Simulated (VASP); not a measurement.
# As: self-consistent run, by functional and exact exchange

As, R-3m (no. 166), 2 atoms in the cell.

| Functional | Exact exchange | Pressure (GPa) | Gap on the mesh (eV) | Time (s) |
|---|---|---|---|---|
| B97 | 0.1943 | 3.82 | 0.898 | 96 |
| B3P86 | 0.2 | 2.24 | 0.931 | 82 |
| B3PW91 | 0.2 | 1.85 | 0.919 | 77 |
| B97-1 | 0.21 | 3.70 | 0.944 | 71 |
| PBEmol0 | 0.25 | 1.53 | 1.043 | 92 |
| mPW1PW | 0.25 | 0.77 | 1.058 | 78 |
| PBE0 (PBEH) | 0.25 | 0.49 | 1.044 | 79 |
| CAP0 | 0.25 | -0.14 | 1.049 | 71 |

Limits: the k mesh is coarse, so the gap and the pressure can be far off.

## Input of the first row

INCAR.step1:
```
  ALGO = Normal
  EDIFF = 1E-5
  ENCUT = 450
  GGA = PE
  ISIF = 2
  ISMEAR = 0
  LASPH = True
  LCHARG = False
  LREAL = False
  LWAVE = True
  NELM = 100
  PREC = Accurate
  SIGMA = 0.02
```

INCAR.step2:
```
  AEXX = 0.1943
  ALGO = Normal
  EDIFF = 1E-6
  ENCUT = 450
  GGA = LIBXC
  ISIF = 2
  ISMEAR = 0
  ISTART = 1
  LASPH = True
  LCHARG = False
  LHFCALC = True
  LIBXC1 = HYB_GGA_XC_B97
  LREAL = False
  LWAVE = False
  NELM = 100
  PREC = Accurate
  PRECFOCK = Fast
  SIGMA = 0.02
```

KPOINTS:
```
k-points
0
Gamma
  4 4 4
```

POSCAR:
```
As
1.0
    1.8807968987      1.0858785957      3.5140619945
   -1.8807968987      1.0858785957      3.5140619945
    0.0000000000     -2.1717571915      3.5140619945
As
2
Direct
    0.2260000000      0.2260000000      0.2260000000
    0.7740000000      0.7740000000      0.7740000000
```

Commands (each step's output is kept before the next begins):
```
cat potpaw_PBE.64/As/POTCAR > POTCAR
cp INCAR.step1 INCAR
mpirun -np 1 vasp_std > vasp.out
cp INCAR.step2 INCAR
mpirun -np 1 vasp_std > vasp.out
```

Changes of the last row against the first:
```
(step 2)
- AEXX = 0.1943
- LIBXC1 = HYB_GGA_XC_B97
+ AEXX = 0.25
+ LIBXC1 = HYB_GGA_XC_CAP0
```

VASP 6.6.1 took 96 s on 1 core (Intel Xeon Platinum 8488C (Sapphire Rapids)), a shared host.
